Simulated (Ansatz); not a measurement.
# AlP: the cell at several levels of theory

One table from this session's results is given with a row withheld; the runs are named, their logs left out.

The COD entry's cell or inner coordinates are ideal or old and differ from later refinements, so a difference from it is no clean test against experiment.

Program: Ansatz 0.2.0. PAW datasets, plane waves, zero pressure. The values are computed, spin-unpolarised, and not measurements.

## The cell

Space group F-43m (No. 216), cubic; a = 5.451 Å in the conventional setting, 20.25 Å³ an atom. Around Al lie 4 P at 2.36 Å; around P lie 4 Al at 2.36 Å.

As a file:

Space group F-43m (No. 216). a = 5.451 Å, b = 5.451 Å, c = 5.451 Å, α = 90.00°, β = 90.00°, γ = 90.00°
```
atom  site  symmetry       x       y       z
  Al    4a      -43m  0.0000  0.0000  0.0000
   P    4d      -43m  0.2500  0.2500  0.7500
```

Set-up of the first run:

File input.yaml:

```yaml
crystal:
  lattice:
    - [0.0, 2.7255, 2.7255]
    - [2.7255, 0.0, 2.7255]
    - [2.7255, 2.7255, 0.0]
  atoms:
    - { symbol: Al, position: [0.0, 0.0, 0.0] }
    - { symbol: P, position: [0.25, 0.25, 0.25] }
kpoints:
  mp_grid: { grid: [8, 8, 8] }
hamiltonian:
  xc: pbe
scf:
  occupations: { method: fermi_dirac, width: 0.02 }
relax:
  f_tol: 0.005
  cell: {}
output:
  write_density: true
  write_potential: true
  elf: true
  volumetric_format: npy
```

Started as:

```
ansatz run input.yaml --threads 2 --pin off --max-ram 2211MiB --backend cpu --events-out ev --progress --plain --runs-dir out
```

Among the steps run: PBE: cell and atoms; Relaxation with r2SCAN; PBEsol: cell and atoms; Relaxing with LDA; Relaxing with HSE06.

One of the session's tables, all rows but one given; the rest of the session is left out.

```
 level  a (Å)  volume (Å³/atom)
   PBE  5.507            20.874
r2SCAN  5.479            20.554
PBEsol      ?                 ?
   LDA  5.434            20.060
 HSE06  5.477            20.534
```

Estimate the missing values for PBEsol.

**Answer.** a (Å): 5.470; volume (Å³/atom): 20.463. In the column «a (Å)» it lies between LDA (5.434) and HSE06 (5.477).

In words: From the start to the first minimum the volume moved by +3.1 %. LDA gives the smallest cell and PBE the largest; they differ by 4.1 % in volume, a mean of 1.3 % in length. A measured a is 5.4635 Å (298 K; a printed reference work, textbook); the misses are PBE +0.8 %, r2SCAN +0.3 %, PBEsol +0.1 %, LDA -0.5 %, HSE06 +0.2 %. The calculation is for a static lattice, without the thermal expansion and zero-point motion that a deposited cell holds. The meshes differ: PBE 8×8×8, r2SCAN 8×8×8, PBEsol 8×8×8, LDA 8×8×8, HSE06 6×6×6.

**Measured values.**

From a printed reference work, textbook, for a bulk crystal of AlP at 298 K: lattice constant a 5.4635 ± 0.0004 Å.
